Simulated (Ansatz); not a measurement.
# Band table of CdS

```
CELL_PARAMETERS angstrom
0.00000 2.41122 2.41122
2.41122 0.00000 2.41122
2.41122 2.41122 0.00000
ATOMIC_POSITIONS crystal
Cd 0.00000 0.00000 0.00000
S 0.75000 0.75000 0.75000
```

The base volume is that of a database entry, with shape and atoms relaxed on PAW files at held volume, so it needn't be at zero pressure; the structure needn't be the stable phase, at rest or compressed.

Level of theory: DFT with PBEsol, scalar-relativistic, in Ansatz 0.2.0; a Γ-centred 8×8×8 k mesh, Fermi–Dirac smearing of 0.03 eV, no spin polarisation. LAPW: all electrons, basis error target 1 meV/atom.

This run: volume at 0.55 of the series' base cell.

Path points, in fractions of the reciprocal vectors: Γ (0.000, 0.000, 0.000), X (-0.500, -0.500, 0.000), U (-0.375, -0.375, 0.250), K (-0.375, 0.000, 0.375), L (0.000, 0.000, 0.500), W (-0.500, -0.250, 0.250). The distance column jumps between branches of the path. Levels in eV from the valence-band top; bands 14 to 25, counted from the lowest band of the run. The gap is 1.61 eV, the pressure 127.0 GPa.

```
# k(1/Å) point b14 b15 b16 b17 b18 b19 b20 b21 b22 b23 b24 b25
0.000 Γ -17.95 -12.30 -12.30 -12.30 -10.65 -10.65 0.00 0.00 0.00 1.61 5.28 5.28
0.217 - -17.85 -12.31 -12.24 -12.24 -10.69 -10.63 -0.65 -0.47 -0.47 2.31 4.89 5.72
0.434 - -17.55 -12.33 -12.06 -12.06 -10.80 -10.55 -1.76 -1.53 -1.53 3.02 4.41 6.78
0.651 - -17.14 -12.30 -11.79 -11.79 -10.85 -10.45 -3.12 -2.75 -2.75 2.60 4.48 8.17
0.869 - -16.75 -12.24 -11.46 -11.46 -10.66 -10.35 -4.74 -3.85 -3.85 2.17 4.07 9.81
1.086 - -16.49 -12.23 -11.18 -11.18 -10.28 -10.05 -6.36 -4.63 -4.63 2.03 3.62 10.69
1.303 X -16.40 -12.24 -11.06 -11.06 -10.25 -9.51 -7.26 -4.92 -4.92 2.03 3.43 10.62
1.380 - -16.40 -12.23 -11.07 -11.06 -10.26 -9.47 -7.28 -4.99 -4.89 2.09 3.50 10.50
1.456 - -16.41 -12.20 -11.09 -11.08 -10.28 -9.36 -7.34 -5.19 -4.81 2.23 3.71 10.21
1.533 - -16.41 -12.16 -11.12 -11.11 -10.32 -9.20 -7.45 -5.45 -4.67 2.41 4.07 9.82
1.610 - -16.41 -12.10 -11.16 -11.13 -10.37 -8.99 -7.62 -5.72 -4.48 2.57 4.59 9.40
1.687 - -16.42 -12.05 -11.22 -11.12 -10.42 -8.78 -7.84 -5.93 -4.24 2.72 5.19 8.98
1.764 U -16.44 -12.01 -11.28 -11.08 -10.47 -8.66 -8.02 -6.07 -3.97 2.87 5.80 8.58
2.561 K -16.44 -12.01 -11.28 -11.08 -10.47 -8.66 -8.02 -6.07 -3.97 2.87 5.80 8.58
2.792 - -16.54 -11.93 -11.51 -10.96 -10.63 -9.52 -7.29 -5.93 -3.03 3.40 6.66 7.60
3.022 - -16.76 -11.91 -11.74 -11.29 -10.74 -10.20 -6.03 -5.06 -2.00 4.14 5.91 6.96
3.252 - -17.11 -11.99 -11.96 -11.83 -10.77 -10.46 -4.46 -3.65 -1.09 4.53 5.27 6.03
3.483 - -17.51 -12.20 -12.14 -12.07 -10.74 -10.59 -2.73 -1.99 -0.44 3.40 5.29 5.95
3.713 - -17.83 -12.29 -12.26 -12.24 -10.68 -10.64 -1.04 -0.56 -0.10 2.31 5.19 5.46
3.943 Γ -17.95 -12.30 -12.30 -12.30 -10.65 -10.65 0.00 0.00 0.00 1.61 5.28 5.28
4.131 - -17.87 -12.29 -12.27 -12.27 -10.66 -10.66 -0.86 -0.16 -0.16 2.11 5.27 5.47
4.319 - -17.65 -12.22 -12.18 -12.18 -10.66 -10.66 -2.49 -0.57 -0.57 2.73 5.39 5.89
4.508 - -17.34 -12.08 -12.08 -12.00 -10.65 -10.65 -4.36 -1.09 -1.09 2.99 5.93 6.19
4.696 - -17.04 -11.99 -11.99 -11.54 -10.59 -10.59 -6.23 -1.58 -1.58 2.93 6.19 6.19
4.884 - -16.84 -11.95 -11.95 -10.75 -10.51 -10.51 -7.94 -1.94 -1.94 2.80 6.07 6.07
5.072 L -16.76 -11.94 -11.94 -10.48 -10.48 -9.90 -9.10 -2.07 -2.07 2.75 6.02 6.02
5.225 - -16.74 -11.94 -11.90 -10.63 -10.49 -9.68 -9.10 -2.46 -2.20 3.03 5.68 6.19
5.379 - -16.67 -11.92 -11.80 -10.83 -10.51 -9.27 -9.04 -3.34 -2.59 3.59 5.27 6.68
5.532 - -16.58 -11.90 -11.67 -10.93 -10.56 -9.06 -8.67 -4.39 -3.20 4.04 5.24 7.24
5.686 - -16.49 -11.87 -11.57 -10.90 -10.64 -8.88 -8.15 -5.39 -3.94 4.29 5.62 7.35
5.839 - -16.43 -11.87 -11.48 -10.82 -10.74 -8.56 -7.77 -6.12 -4.62 4.45 6.26 7.13
5.993 W -16.41 -11.87 -11.44 -10.79 -10.78 -8.30 -7.77 -6.32 -4.95 4.52 7.01 7.05
6.102 - -16.41 -11.90 -11.42 -10.89 -10.65 -8.41 -7.74 -6.20 -4.95 4.23 6.10 7.39
6.210 - -16.41 -11.98 -11.36 -10.97 -10.52 -8.66 -7.65 -5.91 -4.94 3.63 5.24 8.14
6.319 - -16.41 -12.07 -11.28 -11.01 -10.40 -8.96 -7.53 -5.56 -4.94 3.01 4.50 8.99
6.427 - -16.41 -12.16 -11.18 -11.04 -10.32 -9.24 -7.40 -5.23 -4.93 2.50 3.93 9.79
6.536 - -16.40 -12.22 -11.09 -11.05 -10.26 -9.44 -7.30 -5.01 -4.93 2.15 3.56 10.39
6.644 X -16.40 -12.24 -11.06 -11.06 -10.25 -9.51 -7.26 -4.92 -4.92 2.03 3.43 10.62
```
